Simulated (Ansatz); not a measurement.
**P (Cccm)**

Theory: Ansatz, DFT PBE, scalar-relativistic, plane waves, PAW.

Cutoff 420 eV; k points 12×12×14 on the computed 4-atom cell (Γ-centred); Gaussian smearing, width 0.10 eV; no spin polarisation.

The structure is relaxed at this level of theory with its symmetry kept, and needn't be the ground state of this composition.

Space group Cccm (No. 66). a = 4.605 Å, b = 11.945 Å, c = 3.305 Å, α = 90.00°, β = 90.00°, γ = 90.00°
```csv
atom,site,symmetry,x,y,z
P,8l,..m,0.8381,0.1616,0.0000
```

| Item | Value |
| --- | --- |
| Space group | Cccm (No. 66) |
| Volume per atom | 22.72 Å³ |
| Energy over the standard state (uncorrected) | +0.005 eV/atom |
| Kohn–Sham band gap | none (metal) |
| Density of states at the Fermi level | 0.0 states/eV per cell |
| Orbital (Löwdin) character within 0.5 eV of the Fermi level | P 3p 84 %, P 3s 11 %, unprojected 5 % |
| Bader charge by site (e) | P (4 in the cell) 0.00 |

The cell holds layers, chains or molecules and no dispersion correction was added, so their binding is poorly described.

The cell was found from a structure generator's guess, not taken from experiment. Löwdin shares on free-atom orbitals overweight diffuse shells.
